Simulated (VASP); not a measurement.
# MnF2 (P4_2/mnm) in VASP: settings compared

One crystal, MnF2, is run at these levels: LDA, PBEsol, RPBE; tasks: band structure.

All numbers are computed with VASP 6.6.1; they aren't measurements. Logs are shortened: lines on timing, memory, paths and dates and some standing lists are left out, and cuts for length are marked.

## Step 1: The structure

It takes space group P4_2/mnm (No. 136, tetragonal). The conventional cell has a = 4.874 Å, b = 4.874 Å, c = 3.311 Å, α = 90.00°, β = 90.00°, γ = 90.00°. Mn (site symmetry mmm) has 6 F at 2.10 to 2.13 Å as nearest neighbours. Around F (site symmetry m2m) lie 3 Mn at 2.10 to 2.13 Å.

## Step 2: Band structure, LDA, collinear spin, ferromagnetic start

Input file INCAR:

```
  ALGO = Fast
  EDIFF = 1E-7
  ENCUT = 520
  ISIF = 2
  ISMEAR = -1
  ISPIN = 2
  LASPH = True
  LCHARG = False
  LMAXMIX = 4
  LORBIT = 11
  LREAL = False
  LWAVE = False
  MAGMOM = 4 4 0 0 0 0
  NBANDS = 40
  NELM = 120
  PREC = Accurate
  SIGMA = 0.05
```

Input file KPOINTS:

```
k-points
0
Gamma
  6 6 8
```

Input file POSCAR:

```
MnF2
1.0
    4.8738000000      0.0000000000      0.0000000000
    0.0000000000      4.8738000000      0.0000000000
    0.0000000000      0.0000000000      3.3107000000
Mn F
2 4
Direct
    0.5000000000      0.5000000000      0.5000000000
    0.0000000000      0.0000000000      0.0000000000
    0.8053000000      0.1947000000      0.5000000000
    0.6947000000      0.6947000000      0.0000000000
    0.1947000000      0.8053000000      0.5000000000
    0.3053000000      0.3053000000      0.0000000000
```

Input file KPOINTS_OPT:

```
path GXMGZRAZ,XR,MA
10
line-mode
reciprocal
 0.0000000000  0.0000000000  0.0000000000  G
 0.0000000000  0.5000000000  0.0000000000  X

 0.0000000000  0.5000000000  0.0000000000  X
 0.5000000000  0.5000000000  0.0000000000  M

 0.5000000000  0.5000000000  0.0000000000  M
 0.0000000000  0.0000000000  0.0000000000  G

 0.0000000000  0.0000000000  0.0000000000  G
 0.0000000000  0.0000000000  0.5000000000  Z

 0.0000000000  0.0000000000  0.5000000000  Z
 0.0000000000  0.5000000000  0.5000000000  R

 0.0000000000  0.5000000000  0.5000000000  R
 0.5000000000  0.5000000000  0.5000000000  A

 0.5000000000  0.5000000000  0.5000000000  A
 0.0000000000  0.0000000000  0.5000000000  Z

 0.0000000000  0.5000000000  0.0000000000  X
 0.0000000000  0.5000000000  0.5000000000  R

 0.5000000000  0.5000000000  0.0000000000  M
 0.5000000000  0.5000000000  0.5000000000  A
```

Potentials or basis: VASP PAW LDA potentials, release 64 (Mn_pv, F).

On the command line:

```
$ cat potpaw_LDA.64/Mn_pv/POTCAR potpaw_LDA.64/F/POTCAR > POTCAR
$ mpirun -np 1 vasp_std > vasp.out
```

OUTCAR:

```text
EDIFF = 1E-7
   ENCUT = 520
   ISIF = 2
   ISMEAR = -1
   ISPIN = 2
   LASPH = True
   LORBIT = 11
   LREAL = False
   NELM = 120
   PREC = Accurate

 ion  position               nearest neighbor table
   1  0.500  0.500  0.500-   3 2.10   5 2.10   4 2.13   6 2.13   4 2.13   6 2.13
   2  0.000  0.000  0.000-   4 2.10   6 2.10   5 2.13   3 2.13   3 2.13   5 2.13
   3  0.805  0.195  0.500-   1 2.10   2 2.13   2 2.13
   4  0.695  0.695  0.000-   2 2.10   1 2.13   1 2.13
   5  0.195  0.805  0.500-   1 2.10   2 2.13   2 2.13
   6  0.305  0.305  0.000-   2 2.10   1 2.13   1 2.13

  LATTYP: Found a simple tetragonal cell.
 ALAT       =     4.8738000000
 C/A-ratio  =     0.6792851574

  Lattice vectors:

 A1 = (   4.8738000000,   0.0000000000,   0.0000000000)
 A2 = (   0.0000000000,   4.8738000000,   0.0000000000)
 A3 = (   0.0000000000,   0.0000000000,   3.3107000000)

Analysis of symmetry for initial positions (statically):
=====================================================================
 Subroutine PRICEL returns:
 Original cell was already a primitive cell.

 Routine SETGRP: Setting up the symmetry group for a
 simple tetragonal supercell.

 Subroutine GETGRP returns: Found 16 space group operations
 (whereof  8 operations were pure point group operations)
 out of a pool of 16 trial point group operations.

The static configuration has the point symmetry D_2h.
 The point group associated with its full space group is D_4h.

Analysis of symmetry for dynamics (positions and initial velocities):
=====================================================================
 Subroutine PRICEL returns:
 Original cell was already a primitive cell.

 Routine SETGRP: Setting up the symmetry group for a
 simple tetragonal supercell.

 Subroutine GETGRP returns: Found 16 space group operations
 (whereof  8 operations were pure point group operations)
 out of a pool of 16 trial point group operations.

The dynamic configuration has the point symmetry D_2h.
 The point group associated with its full space group is D_4h.

Analysis of structural, dynamic, and magnetic symmetry:
=====================================================================
 Subroutine PRICEL returns:
 Original cell was already a primitive cell.

[... 147 lines left out ...]
 spin polarized calculation
 RMM-DIIS sequential band-by-band and
  energy-cutoff  :      520.00
  volume of cell :       78.64
 maximum number of plane-waves:      2144
   NGX = 19   NGY = 19   NGZ = 13

 number of electron      54.0000032 magnetization       9.9999994

 number of electron      54.0000032 magnetization      10.0000024

 Free energy of the ion-electron system (eV)
  ---------------------------------------------------
  ext. energy  EPLUGINS =         0.00000000
  ---------------------------------------------------
  free energy    TOTEN  =       -41.65466959 eV

  energy without entropy =      -41.65466756  energy(sigma->0) =      -41.65466857

 E-fermi :   3.5782     XC(G=0): -10.4818

 val. band max:        3.1587908883   @ k =   0.0000   0.0000   0.0000
 cond. band min:       3.9501609682   @ k =   0.0000   0.0000   0.0000
 fundamental gap:      0.7913700799
 Fermi energy:         3.5781933232

 spin component 1

 k-point     1 :       0.0000    0.0000    0.0000
  band No.  band energies     occupation
      1     -46.5993      1.00000
      2     -46.5993      1.00000
      3     -46.5394      1.00000
      4     -46.5394      1.00000
      5     -46.5361      1.00000
      6     -46.5341      1.00000
[... 997 lines left out ...]
     38      12.7269      0.00000
     39      13.5128      0.00000

 [... further k-points ...]

 spin component 2

 k-point     1 :       0.0000    0.0000    0.0000
  band No.  band energies     occupation
      1     -42.0732      1.00000
      2     -42.0732      1.00000
      3     -42.0061      1.00000
      4     -42.0061      1.00000
      5     -41.9985      1.00000
      6     -41.9956      1.00000
[... 997 lines left out ...]
     38      13.5589      0.00000
     39      14.2857      0.00000

 [... further k-points ...]

 [bands above 39 left out]

------------------------ aborting loop because EDIFF is reached ----------------------------------------

  FORCE on cell =-STRESS in cart. coord.  units (eV):
  Direction    XX          YY          ZZ          XY          YZ          ZX
  --------------------------------------------------------------------------------------
  -------------------------------------------------------------------------------------
  Total       -2.5775641     -2.5775641     -3.1298018     -0.0000000      0.0000000      0.0000000
  in kB      -52.5127570    -52.5127570    -63.7635045     -0.0000000      0.0000000      0.0000000
  external PRESSURE =     -56.2630061 kB  Pullay stress =       0.0000000 kB

 VOLUME and BASIS-vectors are now :
 -----------------------------------------------------------------------------
  energy-cutoff  :      520.00
  volume of cell :       78.64
      direct lattice vectors                 reciprocal lattice vectors
     4.873800000  0.000000000  0.000000000     0.205178711  0.000000000  0.000000000
     0.000000000  4.873800000  0.000000000     0.000000000  0.205178711  0.000000000
     0.000000000  0.000000000  3.310700000     0.000000000  0.000000000  0.302050926

 POSITION                                       TOTAL-FORCE (eV/Angst)
 -----------------------------------------------------------------------------------
      2.43690      2.43690      1.65535        -0.000000      0.000000      0.000000
      0.00000      0.00000      0.00000        -0.000000      0.000000      0.000000
      3.92487      0.94893      1.65535         0.029980     -0.029980      0.000000
      3.38583      3.38583      0.00000        -0.029980     -0.029980      0.000000
      0.94893      3.92487      1.65535        -0.029980      0.029980      0.000000
      1.48797      1.48797      0.00000         0.029980      0.029980     -0.000000
 -----------------------------------------------------------------------------------
    total drift:                                0.000000      0.000000      0.000000

  FREE ENERGIE OF THE ION-ELECTRON SYSTEM (eV)
  ---------------------------------------------------
  free  energy   TOTEN  =       -41.6546695860 eV

  energy  without entropy=      -41.6546675596  energy(sigma->0) =      -41.65466857

 total charge

# of ion       s       p       d       tot
------------------------------------------
    1        0.172   6.150   4.952  11.275
    2        0.172   6.150   4.952  11.275
    3        1.726   4.336   0.000   6.062
    4        1.726   4.336   0.000   6.062
    5        1.726   4.336   0.000   6.062
    6        1.726   4.336   0.000   6.062
--------------------------------------------------
tot          7.245  29.646   9.905  46.796

 magnetization (x)

# of ion       s       p       d       tot
------------------------------------------
    1        0.021   0.017   4.512   4.551
    2        0.021   0.017   4.512   4.551
    3        0.009   0.089   0.000   0.098
    4        0.009   0.089   0.000   0.098
    5        0.009   0.089   0.000   0.098
    6        0.009   0.089   0.000   0.098
--------------------------------------------------
tot          0.076   0.391   9.024   9.491
```

Run time: 3.7 min. Hardware: 1 thread of Intel Xeon 6975P-C (Granite Rapids), shared host; peak memory 0.46 GiB.

What came out:

| Property | Result |
| --- | --- |
| Free energy | -41.6547 eV |
| Pressure | -5.6 GPa |
| Largest force | 0.042 eV/Å |
| Band gap on the k mesh | 0.79 eV, direct |
| Band gap along the path | 0.79 eV, direct |
| Net moment | 10.00 μB per cell |
| Site moments | Mn +4.55; F +0.10 μB |
| Valence electrons inside the program's atomic spheres | Mn 11.28; F 6.06 |

Forces in eV/Å, atoms in the order of the input:
```
Mn   0.000  0.000  0.000
Mn   0.000  0.000  0.000
F    0.030 -0.030  0.000
F   -0.030 -0.030  0.000
F   -0.030  0.030  0.000
F    0.030  0.030  0.000
```

Levels at the corners of the path, in eV from the valence-band top:
Spin up:
```tsv
point	band 29	band 30	band 31	band 32	band 33	band 34	band 35	band 36
Γ	-1.55	-0.56	-0.56	0.00	0.79	6.06	6.06	7.54
X	-0.82	-0.82	-0.68	-0.68	3.14	3.14	7.40	7.40
X	-0.82	-0.82	-0.68	-0.68	3.14	3.14	7.40	7.40
M	-1.12	-1.12	-0.56	-0.56	4.70	4.70	5.12	5.12
M	-1.12	-1.12	-0.56	-0.56	4.70	4.70	5.12	5.12
Γ	-1.55	-0.56	-0.56	0.00	0.79	6.06	6.06	7.54
Γ	-1.55	-0.56	-0.56	0.00	0.79	6.06	6.06	7.54
Z	-1.23	-1.23	-1.00	-1.00	5.38	5.38	9.14	9.14
Z	-1.23	-1.23	-1.00	-1.00	5.38	5.38	9.14	9.14
R	-1.64	-1.64	-0.32	-0.32	6.41	6.41	6.61	6.61
R	-1.64	-1.64	-0.32	-0.32	6.41	6.41	6.61	6.61
A	-1.26	-1.26	-0.83	-0.83	6.51	6.51	7.42	7.42
A	-1.26	-1.26	-0.83	-0.83	6.51	6.51	7.42	7.42
Z	-1.23	-1.23	-1.00	-1.00	5.38	5.38	9.14	9.14
X	-0.82	-0.82	-0.68	-0.68	3.14	3.14	7.40	7.40
R	-1.64	-1.64	-0.32	-0.32	6.41	6.41	6.61	6.61
M	-1.12	-1.12	-0.56	-0.56	4.70	4.70	5.12	5.12
A	-1.26	-1.26	-0.83	-0.83	6.51	6.51	7.42	7.42
```
Spin down:
| point | band 18 | band 19 | band 20 | band 21 | band 22 | band 23 | band 24 | band 25 | band 26 | band 27 |
| --- | --- | --- | --- | --- | --- | --- | --- | --- | --- | --- |
| Γ | -6.09 | -5.20 | -4.80 | -4.80 | -4.50 | 1.17 | 1.20 | 1.61 | 1.69 | 1.69 |
| X | -5.86 | -5.61 | -5.61 | -4.84 | -4.84 | 1.38 | 1.38 | 1.81 | 1.81 | 1.86 |
| X | -5.86 | -5.61 | -5.61 | -4.84 | -4.84 | 1.38 | 1.38 | 1.81 | 1.81 | 1.86 |
| M | -5.64 | -5.26 | -5.26 | -5.18 | -5.18 | 1.27 | 1.27 | 1.70 | 1.70 | 1.87 |
| M | -5.64 | -5.26 | -5.26 | -5.18 | -5.18 | 1.27 | 1.27 | 1.70 | 1.70 | 1.87 |
| Γ | -6.09 | -5.20 | -4.80 | -4.80 | -4.50 | 1.17 | 1.20 | 1.61 | 1.69 | 1.69 |
| Γ | -6.09 | -5.20 | -4.80 | -4.80 | -4.50 | 1.17 | 1.20 | 1.61 | 1.69 | 1.69 |
| Z | -5.88 | -5.45 | -5.45 | -5.22 | -5.22 | 1.64 | 1.64 | 1.73 | 1.73 | 1.77 |
| Z | -5.88 | -5.45 | -5.45 | -5.22 | -5.22 | 1.64 | 1.64 | 1.73 | 1.73 | 1.77 |
| R | -6.13 | -5.29 | -5.29 | -5.01 | -5.01 | 1.34 | 1.34 | 1.77 | 1.77 | 1.97 |
| R | -6.13 | -5.29 | -5.29 | -5.01 | -5.01 | 1.34 | 1.34 | 1.77 | 1.77 | 1.97 |
| A | -5.86 | -5.00 | -5.00 | -4.91 | -4.91 | 1.60 | 1.60 | 1.70 | 1.70 | 1.84 |
| A | -5.86 | -5.00 | -5.00 | -4.91 | -4.91 | 1.60 | 1.60 | 1.70 | 1.70 | 1.84 |
| Z | -5.88 | -5.45 | -5.45 | -5.22 | -5.22 | 1.64 | 1.64 | 1.73 | 1.73 | 1.77 |
| X | -5.86 | -5.61 | -5.61 | -4.84 | -4.84 | 1.38 | 1.38 | 1.81 | 1.81 | 1.86 |
| R | -6.13 | -5.29 | -5.29 | -5.01 | -5.01 | 1.34 | 1.34 | 1.77 | 1.77 | 1.97 |
| M | -5.64 | -5.26 | -5.26 | -5.18 | -5.18 | 1.27 | 1.27 | 1.70 | 1.70 | 1.87 |
| A | -5.86 | -5.00 | -5.00 | -4.91 | -4.91 | 1.60 | 1.60 | 1.70 | 1.70 | 1.84 |

Caveat: only a ferromagnetic start was run, and an antiferromagnetic order may lie lower in energy.

(Part 1 of 2 ends here.)
